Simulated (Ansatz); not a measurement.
The system is SnO.

```
Sn O
1.0
     3.81370    0.00000    0.00000
     0.00000    3.81370    0.00000
     0.00000    0.00000    4.88691
Sn O
2 2
Direct
  0.50000 0.00000 0.76463
  0.00000 0.50000 0.23537
  0.00000 0.00000 0.00000
  0.50000 0.50000 0.00000
```

The cell is a database's computed one.

```yaml
Program: Ansatz 0.2.0
Task: relaxation of cell and atoms
Functional: r2SCAN-EpsX
Potentials_or_basis: Ansatz PAW
Cutoff: "500 eV (not typed: the program's choice for these potentials)"
k_mesh: 4 × 4 × 3
Occupations: fermi-dirac, width 0.05 eV
Spin: no spin polarisation
```

At the start: volume 17.77 Å³/atom.

Q: Where does the relaxation end?

A: It ends after 6 steps and the volume is 17.79 Å³/atom (+0.1 %); space group P4/nmm (No. 129, to 0.05 Å).

The path:
```
step  energy change (eV)  largest force (eV/Å)  volume (Å³)
   1              0.0000                0.3766        71.08
   2             -0.0041                0.3373        71.57
   3             -0.0110                0.0075        70.92
   4             -0.0113                0.0023        70.98
   5             -0.0114                0.0013        71.17
   6             -0.0113                0.0012        71.17
```

Final structure:
```yaml
crystal:
  lattice:
    - [3.78736, 0.00000, 0.00000]
    - [0.00000, 3.78736, 0.00000]
    - [0.00000, 0.00000, 4.96149]
  atoms:
    - { symbol: Sn, position: [0.50000, 0.00000, 0.76980] }
    - { symbol: Sn, position: [0.00000, 0.50000, 0.23020] }
    - { symbol: O, position: [0.00000, 0.00000, 0.00000] }
    - { symbol: O, position: [0.50000, 0.50000, 0.00000] }
```

Caveat: the k mesh is coarse (spacing up to 0.43 Å⁻¹), so the values aren't converged, least of all with exact exchange; the plane-wave basis is chosen anew once the cell has moved, so the energies of steps on either side of that aren't comparable; the PAW data sets come from PBE, with cores solved anew for the run's functional, which leaves a small shift of forces and pressure.
